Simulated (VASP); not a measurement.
# CdS (Greenockite) (P6_3mc) in VASP: single point with PBE

Aim: the single point of CdS (Greenockite) with PBE.

Everything below comes from runs of VASP 6.6.1. Logs are shortened: lines on timing, memory, paths and dates and some standing lists are left out, and cuts for length are marked.

**Experimental background.**

“Isotope dependence of band-gap energy”, 2008, arxiv:0807.2152 quotes, for a bulk crystal of CdS: band gap 2.5809 ± 0.0002 eV.

The runs below are set against these values where they give the same quantity.

## (1) Starting point

Symmetry: P6_3mc, No. 186, hexagonal system. Conventional cell: a = 4.150 Å, b = 4.150 Å, c = 6.737 Å, α = 90.00°, β = 90.00°, γ = 120.00°. Cd (site symmetry 3m) has 4 S at 2.54 Å as nearest neighbours. Around S (site symmetry 3m) lie 4 Cd at 2.54 Å.

## (2) Single point, PBE

Input file INCAR:

```
SYSTEM = CdS
ALGO     = Fast           ! electronic algorithm
EDIFF    = 1E-7           ! SCF threshold, eV
ENCUT    = 520            ! plane-wave cutoff, eV
GGA      = PE             ! functional
ISIF     = 2              ! what is computed and relaxed
ISMEAR   = -1             ! smearing method
LASPH    = .TRUE.         ! aspherical terms in the spheres
LCHARG   = .FALSE.        ! write CHGCAR
LREAL    = .FALSE.        ! projectors in reciprocal space
LWAVE    = .FALSE.        ! write WAVECAR
NBANDS   = 26             ! bands
NELM     = 100            ! most SCF steps
PREC     = Accurate       ! precision mode
SIGMA    = 0.02           ! smearing width, eV
```

Input file KPOINTS:

```
k-points
0
G
  8 8 4
  0 0 0
```

Input file POSCAR:

```
CdS
1.0
    4.1500000000      0.0000000000      0.0000000000
   -2.0750000000      3.5940054257      0.0000000000
    0.0000000000      0.0000000000      6.7370000000
Cd S
2 2
Direct
    0.3333333333      0.6666666667     -0.0010291479
    0.6666666667      0.3333333333      0.4989708521
    0.3333333333      0.6666666667      0.3760291479
    0.6666666667      0.3333333333      0.8760291479
```

Potentials or basis: VASP PAW PBE potentials, release 64 (Cd, S).

Launch:

```bash
$ cat potpaw_PBE.64/Cd/POTCAR potpaw_PBE.64/S/POTCAR > POTCAR
$ mpirun -np 1 vasp_std > vasp.out
```

OUTCAR:

```text
SYSTEM = CdS
   EDIFF = 1E-7
   ENCUT = 520
   GGA = PE
   ISIF = 2
   ISMEAR = -1
   LASPH = .TRUE.
   LREAL = .FALSE.
   NELM = 100
   PREC = Accurate

 ion  position               nearest neighbor table
   1  0.333  0.667  0.999-   4 2.54   4 2.54   4 2.54   3 2.54
   2  0.667  0.333  0.499-   3 2.54   3 2.54   3 2.54   4 2.54
   3  0.333  0.667  0.376-   2 2.54   2 2.54   2 2.54   1 2.54
   4  0.667  0.333  0.876-   1 2.54   1 2.54   1 2.54   2 2.54

  LATTYP: Found a hexagonal cell.
 ALAT       =     4.1500000000
 C/A-ratio  =     1.6233734940

  Lattice vectors:

 A1 = (   4.1500000000,   0.0000000000,   0.0000000000)
 A2 = (  -2.0750000000,   3.5940054257,   0.0000000000)
 A3 = (   0.0000000000,   0.0000000000,   6.7370000000)

Analysis of symmetry for initial positions (statically):
=====================================================================
 Subroutine PRICEL returns:
 Original cell was already a primitive cell.

 Routine SETGRP: Setting up the symmetry group for a
 hexagonal supercell.

 Subroutine GETGRP returns: Found 12 space group operations
 (whereof  6 operations were pure point group operations)
 out of a pool of 24 trial point group operations.

The static configuration has the point symmetry C_3v.
 The point group associated with its full space group is C_6v.

Analysis of symmetry for dynamics (positions and initial velocities):
=====================================================================
 Subroutine PRICEL returns:
 Original cell was already a primitive cell.

 Routine SETGRP: Setting up the symmetry group for a
 hexagonal supercell.

 Subroutine GETGRP returns: Found 12 space group operations
 (whereof  6 operations were pure point group operations)
 out of a pool of 24 trial point group operations.

The dynamic configuration has the point symmetry C_3v.
 The point group associated with its full space group is C_6v.

 Subroutine INISYM returns: Found 12 space group operations
 (whereof  6 operations are pure point group operations),
 and found     1 'primitive' translations

----------------------------------------------------------------------------------------

                                     Primitive cell

  volume of cell :     100.4832

  direct lattice vectors                    reciprocal lattice vectors
     4.150000000  0.000000000  0.000000000     0.240963855  0.139120547  0.000000000
    -2.075000000  3.594005426  0.000000000     0.000000000  0.278241094  0.000000000
     0.000000000  0.000000000  6.737000000     0.000000000  0.000000000  0.148434021

  length of vectors
     4.150000000  4.150000000  6.737000000     0.278241094  0.278241094  0.148434021

  position of ions in fractional coordinates (direct lattice)
     0.333333333  0.666666667  0.998970852
     0.666666667  0.333333333  0.498970852
     0.333333333  0.666666667  0.376029148
     0.666666667  0.333333333  0.876029148

  ion indices of the primitive-cell ions
   primitive index   ion index
                 1           1
                 2           2
                 3           3
                 4           4

----------------------------------------------------------------------------------------

 KPOINTS: k-points

Automatic generation of k-mesh.
 Grid dimensions read from file:
 generate k-points for:    8    8    4

 Generating k-lattice:

  Cartesian coordinates                     Fractional coordinates (reciprocal lattice)
     0.030120482  0.017390068  0.000000000     0.125000000  0.000000000  0.000000000
     0.000000000  0.034780137  0.000000000     0.000000000  0.125000000  0.000000000
     0.000000000  0.000000000  0.037108505     0.000000000  0.000000000  0.250000000

  Length of vectors
     0.034780137  0.034780137  0.037108505

  Shift w.r.t. Gamma in fractional coordinates (k-lattice)
     0.000000000  0.000000000  0.000000000

 Subroutine IBZKPT returns following result:
 ===========================================

 Found     30 irreducible k-points:

 Following reciprocal coordinates:
            Coordinates               Weight
  0.000000  0.000000  0.000000      1.000000
  0.125000 -0.000000  0.000000      6.000000
  0.250000 -0.000000  0.000000      6.000000
  0.375000 -0.000000  0.000000      6.000000
  0.500000 -0.000000  0.000000      3.000000
  0.125000  0.125000  0.000000      6.000000
[... 16 lines left out ...]
  0.250000 -0.000000  0.500000      6.000000
  0.375000 -0.000000  0.500000      6.000000
 [... further k-points ...]
   k-points           NKPTS =     30   k-points in BZ     NKDIM =     30   number of bands    NBANDS=     26
   number of dos      NEDOS =    301   number of ions     NIONS =      4
   total plane-waves  NPLWV =  51200
   dimension x,y,z NGX =    32 NGY =   32 NGZ =   50
   dimension x,y,z NGXF=    64 NGYF=   64 NGZF=  100
   ions per type =               2   2
   NGX,Y,Z   is equivalent  to a cutoff of  12.82, 12.82, 12.34 a.u.
   NGXF,Y,Z  is equivalent  to a cutoff of  25.64, 25.64, 24.68 a.u.
 SYSTEM =  CdS
   PREC   = accura    normal or accurate (medium, high low for compatibility)
   ISTART =      0    job   : 0-new  1-cont  2-samecut
   ICHARG =      2    charge: 1-file 2-atom 10-const
   ISPIN  =      1    spin polarized calculation?
   LNONCOLLINEAR =      F non collinear calculations
   LSORBIT =      F    spin-orbit coupling
   LASPH  =      T    aspherical Exc in radial PAW
   ENCUT  =  520.0 eV  38.22 Ry    6.18 a.u.   7.72  7.72 12.53*2*pi/ulx,y,z
   NELM   =    100;   NELMIN=  2; NELMDL= -5     # of ELM steps
   EDIFF  = 0.1E-06   stopping-criterion for ELM
   LREAL  =      F    real-space projection
   EDIFFG = 0.1E-05   stopping-criterion for IOM
   NSW    =      0    number of steps for IOM
   IBRION =     -1    ionic relax: 0-MD 1-quasi-New 2-CG
   NFREE  =      0    steps in history (QN), initial steepest desc. (CG)
   ISIF   =      2    stress and relaxation
   ISYM   =      2    0-nonsym 1-usesym 2-fastsym
   POTIM  = 0.5000    time-step for ionic-motion
   TEBEG  =    0.0;   TEEND  =   0.0 temperature during run
   PSTRESS=    0.0 pullay stress
   NELECT =      36.0000    total number of electrons
   NUPDOWN=      -1.0000    fix difference up-down
   EMIN   =  10.00;   EMAX   =-10.00  energy-range for DOS
   EFERMI =   0.00;   METHOD = LEGACY
   ISMEAR =    -1;   SIGMA  =   0.02  broadening in eV -4-tet -1-fermi 0-gaus
   EFERMI_NEDOS =   21; number of points for ismear=-14 and -15
   IALGO  =     68    algorithm
   IMIX   =      4    mixing-type and parameters
     AMIX     =   0.40;   BMIX     =  1.00
     AMIX_MAG =   1.60;   BMIX_MAG =  1.00
  volume/ion in A,a.u.               =      25.12       169.52
  Fermi-wavevector in a.u.,A,eV,Ry     =   1.162727  2.197236 18.394190  1.351935
  Thomas-Fermi vector in A             =   2.299285
   LORBIT       =      0    0 simple, 1 ext, 2 COOP (PROOUT), +10 PAW based schemes
   GGA     = PE    functional components
   LHFCALC =     F    Hartree Fock is set to
   AEXX    =    0.0000 exact exchange contribution
   IVDW    =     0    specifies the selected vdW correction
   LEPSILON=     F    determine dielectric tensor
   LRPA    =     F    only Hartree local field effects (RPA)
 non-spin polarized calculation
 RMM-DIIS sequential band-by-band and
  energy-cutoff  :      520.00
  volume of cell :      100.48
 maximum number of plane-waves:      2731
 NGX is ok and might be reduce to    32
   NGX = 15   NGY = 15   NGZ = 25

 number of electron      35.9999998 magnetization

 Free energy of the ion-electron system (eV)
  ---------------------------------------------------
  ext. energy  EPLUGINS =         0.00000000
  ---------------------------------------------------
  free energy    TOTEN  =       -12.26859146 eV

  energy without entropy =      -12.26859146  energy(sigma->0) =      -12.26859146

 E-fermi :   1.5950     XC(G=0):  -9.0849

 val. band max:        1.2029520654   @ k =   0.0000   0.0000   0.0000
 cond. band min:       2.4060307031   @ k =   0.0000   0.0000   0.0000
 fundamental gap:      1.2030786377
 Fermi energy:         1.5949745663

 k-point     1 :       0.0000    0.0000    0.0000
  band No.  band energies     occupation
      1     -11.0912      2.00000
      2     -10.6695      2.00000
      3      -6.4561      2.00000
      4      -6.4512      2.00000
      5      -6.4512      2.00000
      6      -6.3693      2.00000
[... 18 lines left out ...]
     25       8.7802      0.00000
     26       8.9035      0.00000

 k-point     2 :       0.1250   -0.0000    0.0000
  band No.  band energies     occupation
      1     -11.0375      2.00000
      2     -10.6460      2.00000
      3      -6.4402      2.00000
      4      -6.4291      2.00000
      5      -6.4088      2.00000
      6      -6.3435      2.00000
[... 18 lines left out ...]
     25       8.7660      0.00000
     26       9.1133      0.00000

 k-point     3 :       0.2500   -0.0000    0.0000
  band No.  band energies     occupation
      1     -10.9021      2.00000
      2     -10.5940      2.00000
      3      -6.3970      2.00000
      4      -6.3828      2.00000
      5      -6.3009      2.00000
      6      -6.2630      2.00000
[... 18 lines left out ...]
     25       9.2034      0.00000
     26       9.8631      0.00000

 k-point     4 :       0.3750   -0.0000    0.0000
  band No.  band energies     occupation
      1     -10.7531      2.00000
      2     -10.5549      2.00000
      3      -6.3668      2.00000
      4      -6.3499      2.00000
      5      -6.2097      2.00000
      6      -6.1892      2.00000
[... 18 lines left out ...]
     25       9.6173      0.00000
     26      10.4213      0.00000
[... 496 lines left out ...]
      1     -10.8365      2.00000
      2     -10.8365      2.00000
      3      -6.3927      2.00000
      4      -6.3927      2.00000
      5      -6.3893      2.00000
      6      -6.3893      2.00000
[... 18 lines left out ...]
     25       8.3218      0.00000
     26       8.3218      0.00000

 k-point    23 :       0.2500   -0.0000    0.5000
  band No.  band energies     occupation
      1     -10.7403      2.00000
      2     -10.7403      2.00000
      3      -6.3456      2.00000
      4      -6.3456      2.00000
      5      -6.3249      2.00000
      6      -6.3249      2.00000
[... 18 lines left out ...]
     25       8.9842      0.00000
     26       8.9842      0.00000

 k-point    24 :       0.3750   -0.0000    0.5000
  band No.  band energies     occupation
      1     -10.6442      2.00000
      2     -10.6442      2.00000
      3      -6.3282      2.00000
      4      -6.3282      2.00000
      5      -6.2669      2.00000
      6      -6.2669      2.00000
[... 18 lines left out ...]
     25       9.4890      0.00000
     26       9.4890      0.00000

 [... further k-points ...]

------------------------ aborting loop because EDIFF is reached ----------------------------------------

  FORCE on cell =-STRESS in cart. coord.  units (eV):
  Direction    XX          YY          ZZ          XY          YZ          ZX
  --------------------------------------------------------------------------------------
  -------------------------------------------------------------------------------------
  Total        1.4915895      1.4915895      1.5715197      0.0000000      0.0000000      0.0000000
  in kB       23.7829947     23.7829947     25.0574604      0.0000000      0.0000000      0.0000000
  external PRESSURE =      24.2078166 kB  Pullay stress =       0.0000000 kB

 VOLUME and BASIS-vectors are now :
 -----------------------------------------------------------------------------
  energy-cutoff  :      520.00
  volume of cell :      100.48
      direct lattice vectors                 reciprocal lattice vectors
     4.150000000  0.000000000  0.000000000     0.240963855  0.139120547  0.000000000
    -2.075000000  3.594005426  0.000000000     0.000000000  0.278241094  0.000000000
     0.000000000  0.000000000  6.737000000     0.000000000  0.000000000  0.148434021

 POSITION                                       TOTAL-FORCE (eV/Angst)
 -----------------------------------------------------------------------------------
     -0.00000      2.39600      6.73007         0.000000      0.000000     -0.000340
      2.07500      1.19800      3.36157        -0.000000      0.000000     -0.000340
     -0.00000      2.39600      2.53331         0.000000     -0.000000      0.000340
      2.07500      1.19800      5.90181        -0.000000      0.000000      0.000340
 -----------------------------------------------------------------------------------
    total drift:                               -0.000000     -0.000000     -0.001473

  FREE ENERGIE OF THE ION-ELECTRON SYSTEM (eV)
  ---------------------------------------------------
  free  energy   TOTEN  =       -12.2685914643 eV

  energy  without entropy=      -12.2685914642  energy(sigma->0) =      -12.26859146
```

Wall time 50 s (1 thread of Intel Xeon Platinum 8488C (Sapphire Rapids), shared host); peak memory 0.25 GiB.

What came out:

```
Free energy            : -12.2686 eV
Pressure               : 2.4 GPa
Band gap on the k mesh : 1.20 eV, direct
```

Stress tensor (GPa, compression positive):
```
2.38 0.00 0.00
0.00 2.38 0.00
0.00 0.00 2.51
```

## (3) How close it comes

Step 2. A measured gap of CdS is 2.5809 eV (quoted in “Isotope dependence of band-gap energy”, 2008, arxiv:0807.2152); the calculated 1.20 eV misses it by -1.38 eV. So large a miss can be the level of theory's own, or it may mean another phase, state or a wrong row. Spin-orbit coupling on Cd is left out. The value is that of PBE, without temperature or zero-point motion. Semilocal functionals fall short of measured gaps as a rule.
